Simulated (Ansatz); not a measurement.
# Ti: strain energy, fitted

Ti, Fm-3m, a = 4.056 Å. This isn't the element's structure at ambient conditions. Ansatz: PBEsol, PAW, 420 eV, Γ-centred 18×18×14 mesh on 2 atoms, Gaussian smearing 0.10 eV; no spin polarisation. Series: strain along c alone, the other axes held, atoms fixed by symmetry; x is the strain in per cent. The axes a, b, c are those of the computed cell (2.868, 2.868, 4.056 Å), along [1 1 0], [-1 1 0], [0 0 1] of the cell named above. y is the free energy over the unstrained cell, V0 = 16.680 Å³/atom.

```tsv
x (%)	y (meV/atom)
-6.0	?
-4.0	12.21
-2.0	3.06
0.0	0.00
2.0	2.88
4.0	11.11
6.0	24.12
```

**Question.** Fit y = c2 x² + c3 x³ to the other rows, turn c2 into a modulus, and predict the missing energy.

**Answer.** Least squares on the rows shown. y = 0.72750 x² − 0.0094404 x³. In eV per unit strain² c2 is 7.275; this is C33 with relaxed ions (E = ½ C33 V0 ε²): 2 × 7.275 × 160.2 / (16.680) = 140 GPa. At x = -6.0 the fit asked for gives 28.23 meV/atom. The run gave 28.00 meV/atom, so the fit is 0.23 meV/atom too high, 0.82 % of the span of the series, against an rms of 0.06 meV/atom on the fitted rows. The row lies outside the fitted range. With a term in x⁴ added, a fit to the same known rows predicts 27.80 meV/atom, which misses by about as much or more on the other side: the known rows don't fix the higher terms.